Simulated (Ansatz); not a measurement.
# Cr: equation of state

The task here is to estimate one member of a computed series from the others.

Computed with Ansatz 0.2.0 (DFT PBE, scalar-relativistic, unless a step's input says otherwise).

### The structure to begin with

Symmetry: Im-3m, No. 229, cubic system. Conventional cell: a = 2.884 Å, b = 2.884 Å, c = 2.884 Å, α = 90.00°, β = 90.00°, γ = 90.00°. Cr (site symmetry m-3m) is surrounded by 8 Cr at 2.50 Å.

Structure file:

```cif
data_structure
_symmetry_space_group_name_H-M 'Im-3m'
_symmetry_Int_Tables_number 229
_cell_length_a 2.8839
_cell_length_b 2.8839
_cell_length_c 2.8839
_cell_angle_alpha 90.000
_cell_angle_beta 90.000
_cell_angle_gamma 90.000
_cell_volume 23.99
loop_
_atom_site_label
_atom_site_type_symbol
_atom_site_symmetry_multiplicity
_atom_site_Wyckoff_symbol
_atom_site_fract_x
_atom_site_fract_y
_atom_site_fract_z
_atom_site_occupancy
Cr1 Cr 2 a 0.00000 0.00000 0.00000 1
```

The file gives the conventional cell by its symmetry; the runs use the cell typed in the input.

The geometry is a database entry used as it stands. It may stem from high pressure or temperature, or be incomplete, so it serves as a test cell.

The first run:

input.yaml

```yaml
crystal:
  lattice:
    - [-1.4224618002, 1.4224618002, 1.4224618002]
    - [1.4224618002, -1.4224618002, 1.4224618002]
    - [1.4224618002, 1.4224618002, -1.4224618002]
  atoms:
    - { symbol: Cr, position: [0.0, 0.0, 0.0], spin: 3.0 }
magnetization:
  spin_polarized: true
kpoints:
  mp_grid: { grid: [18, 18, 18] }
scf:
  occupations: { method: fermi_dirac, width: 0.08 }
hamiltonian:
  xc: pbe
  pseudopotentials: { kind: all_electron, lapw: { basis_error: 0.001 } }
output:
  forces: true
  stress: true
  eigenvalues: true
```

Steps of the session up to this table: Volume × 0.96, LAPW; Volume × 0.96, PAW; Volume × 0.96, crystal datasets; Volume × 0.98, LAPW; Volume × 0.98, PAW; Volume × 1.02, LAPW; Volume × 1.02, PAW; Volume × 1.04, LAPW; Volume × 1.04, PAW; Volume × 1.04, crystal datasets.

One table of the session follows, with a row left open; its other results are not shown here.

```
          method  volume (Å³/atom)  pressure (GPa)
            LAPW            11.513            0.88
            LAPW            11.753           -4.28
            LAPW            11.993           -8.91
            LAPW            12.232          -13.06
            LAPW            12.472          -16.78
             PAW            11.513            1.00
             PAW            11.753           -4.16
             PAW            11.993               ?
             PAW            12.232          -12.95
             PAW            12.472          -16.68
crystal datasets            11.513            0.89
crystal datasets            11.993           -8.90
crystal datasets            12.472          -16.77
```

Q: Estimate the row for PAW, 11.993 from the others.

As computed: pressure (GPa): -8.79. In the column «pressure (GPa)» it lies between crystal datasets, 11.993 (-8.90) and LAPW, 11.753 (-4.28).

Limits of these values: Warnings in the runs' records: seeded moment not kept, crystal datasets made, band levels unverified.
